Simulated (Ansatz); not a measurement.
A (101) slab of Si2Mo (I4/mmm (No. 139)), 11 planes, outer planes Si (top) and Si (bottom), with 11 atoms (Si8Mo3) in a surface cell of A = 13.473 Å², as cut from the bulk:

```yaml
crystal:
  lattice:
    - [3.19007, 0.00000, 0.00000]
    - [-1.59504, 4.22346, 0.00000]
    - [0.00000, 0.00000, 24.83589]
  atoms:
    - { symbol: Si, position: [0.71273, 0.42546, 0.30198] }
    - { symbol: Si, position: [0.42990, 0.85980, 0.34122] }
    - { symbol: Mo, position: [0.14263, 0.28525, 0.38107] }
    - { symbol: Si, position: [0.85536, 0.71071, 0.42092] }
    - { symbol: Si, position: [0.57253, 0.14505, 0.46015] }
    - { symbol: Mo, position: [0.28525, 0.57051, 0.50000] }
    - { symbol: Si, position: [0.99798, 0.99597, 0.53985] }
    - { symbol: Si, position: [0.71515, 0.43031, 0.57908] }
    - { symbol: Mo, position: [0.42788, 0.85576, 0.61893] }
    - { symbol: Si, position: [0.14061, 0.28122, 0.65878] }
    - { symbol: Si, position: [0.85778, 0.71556, 0.69802] }
```

Method: Ansatz 0.2.0, DFT PBEsol, scalar-relativistic, plane waves, PAW. Cutoff 420 eV; k points 12×8×1 on the computed 11-atom cell (Γ-centred); Gaussian smearing, width 0.10 eV; no spin polarisation.

The relaxed slab holds 3 formula units of Si$_{2}$Mo and 2 further Si. Against those formula units in the bulk and the further Si in its standard state it lies 4.238 eV higher. The formation energy of Si$_{2}$Mo from the standard states is -1.811 eV a formula unit (uncorrected, no zero-point or thermal terms).

Q: Over what range can the chemical potential of Si vary, and what is the surface energy at both ends?

A: In contact with the bulk, 2μ(Si) + μ(Mo) is fixed. With Δμ counted from the standard states, Δμ(Si) ≤ 0 keeps elemental Si from forming, and Δμ(Mo) ≤ 0 requires Δμ(Si) ≥ ΔH/2 = -0.905 eV. Other compounds of Si and Mo can narrow this range. Then γ, the mean of both faces, = [4.238 eV − 2.00·Δμ(Si)]/(2A). At the Si-rich end (Δμ = 0): 4.238/(2 × 13.473) × 16.02 = 2.52 J/m². At the Si-poor end: (4.238 + 1.810)/(2 × 13.473) × 16.02 = 3.60 J/m².

Q: How does its energy depend on growth conditions?

A: It carries an excess of Si, so its energy falls by 1.19 J/m² for each eV that μ(Si) rises: Si-rich conditions lower it; whether it appears depends on the other terminations.